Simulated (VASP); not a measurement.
Wanted: the native input for a VASP 6.6.1 run.

| Item | Value |
| --- | --- |
| Task | relaxation of cell and atoms |
| Functional | PBE |
| Potentials or basis | VASP PAW PBE potentials, release 64 (Zn, O) |
| Cutoff | 520 eV |
| k mesh | 12 × 12 × 6 |
| Occupations | gaussian, width 0.02 eV |
| Spin | no spin polarisation |
| Further INCAR settings | ALGO = Fast; EDIFF = 1e-07; AMIX = 0.2; IBRION = 2; EDIFFG = -0.002; NSW = 80; ISIF = 3 |

The structure of ZnO lies in POSCAR:

```
ZnO                                     
1.0
    3.2867188901      0.0000000000      0.0000000000
   -1.6433594451      2.8463820511     -0.0000000000
   -0.0000000000      0.0000000000      5.3043403117
  Zn              O             
     2     2
Direct
     0.3333333300000021    0.6666666699999979    0.4999616275725946
     0.6666666699999979    0.3333333300000021    0.9999616275725948
     0.6666666699999979    0.3333333300000021    0.3790483724274064
     0.3333333300000021    0.6666666699999979    0.8790483724274062
```

The input as run:

INCAR

```
SYSTEM = ZnO
  ALGO = Fast
  AMIX = 0.2
  EDIFF = 1E-7
  EDIFFG = -0.002
  ENCUT = 520
  GGA = PE
  IBRION = 2
  ISIF = 3
  ISMEAR = 0
  LASPH = .TRUE.
  LCHARG = .FALSE.
  LREAL = .FALSE.
  LWAVE = .FALSE.
  NELM = 60
  NSW = 80
  PREC = Accurate
  SIGMA = 0.02
```

KPOINTS

```
k-points
0
G
  12 12 6
  0 0 0
```

Potentials or basis: VASP PAW PBE potentials, release 64 (Zn, O).

Run with:

```sh
$ cat potpaw_PBE.64/Zn/POTCAR potpaw_PBE.64/O/POTCAR > POTCAR
$ mpirun -np 1 vasp_std > vasp.out
```

It gave:

* Relaxed volume: 12.41 Å³/atom
* Relaxed cell: a = 3.287 Å, b = 3.287 Å, c = 5.305 Å, α = 90.00°, β = 90.00°, γ = 120.00°
* Space group after relaxing (to 0.05 Å): P6_3mc (No. 186)
* Energy gained by relaxing: 0.0 meV/atom
* Ionic steps: 3
* Pressure after relaxing: 0.0 GPa
* Band gap on the k mesh: 0.72 eV, direct

It took 56 s on 1 thread of Intel(R) Xeon(R) 6975P-C (Granite Rapids) (shared host), peak memory 0.2 GiB.
